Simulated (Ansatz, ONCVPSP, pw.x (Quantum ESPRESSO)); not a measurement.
## arsenic (As) (fcc): variants of one ONCV potential in the solid

- Element: arsenic
- Generator: ONCVPSP 4.0.1
- Type: optimised norm-conserving Vanderbilt (ONCV)
- Functional: PBE
- Relativity: scalar-relativistic
- Frozen core: [Ar] 3d10
- Valence charge: 5
- Reference configuration: 4s2 4p3
- Partial waves: 4s: rc 1.45 bohr, ncon 4, nbas 8, qcut 3.8 1/bohr, 2 projectors, debl 2.3 Ha; 4p: rc 2.20 bohr, ncon 3, nbas 8, qcut 3.5 1/bohr, 2 projectors, debl 0.9 Ha
- Local potential: polynomial inside 1.30 bohr (lpopt 5, dvloc0 0 Ha)
- Core correction: Teter function, fcfact 2.75, rcfact 1.15

Crystal test: fcc As in pw.x 7.5, no spin, 13³ k-points, Fermi–Dirac smearing 0.01 Ry, cutoffs set for each file from its atomic test. The reference is all-electron LAPW (Ansatz 0.2.0) with the same functional, mesh and smearing; V0 and B0 come from Birch–Murnaghan fits to the pressures at five volumes. Errors are pseudo minus all-electron; Δ is the rms difference of the E(V) curves that follow from these fits, minima aligned, over ±6 % about the mean V0. Mesh and smearing are coarse, so the numbers serve the comparison and aren't converged zero-temperature values; the lattice is a test structure that the element need not adopt.

All-electron: a0 = 4.263 Å (V0 = 19.37 Å³/atom), B0 = 77.8 GPa.

Base: This is a poor potential for the solid.

1 further variants are left out: they gave no file fit for a test, a broken result, the same result as the base, or pressures whose basis-set error rivals the error shown.

A dash in a converged row means that the minimum lies outside the volumes sampled.

```tsv
change	cutoffs (Ry)	pw.x	mean pressure error (GPa)
base	145/580	converged	-16.35
all radii but the core radius scaled by about 0.93 (s 1.34, p 2.04 bohr); local potential polynomial inside 1.20 bohr (lpopt 5, dvloc0 0 Ha)	135/540	converged	-17.53
all radii but the core radius scaled by about 1.07 (s 1.56, p 2.36 bohr); local potential polynomial inside 1.40 bohr (lpopt 5, dvloc0 0 Ha)	150/600	converged	-15.13
all radii but the core radius scaled by about 1.16 (s 1.68, p 2.54 bohr); local potential polynomial inside 1.50 bohr (lpopt 5, dvloc0 0 Ha)	135/540	converged	-13.61
```

Task: Give the row for: all radii but the core radius scaled by about 1.30 (s 1.88, p 2.86 bohr); local potential polynomial inside 1.68 bohr (lpopt 5, dvloc0 0 Ha).

Result: pw.x: converged; mean pressure error (GPa): -11.15.
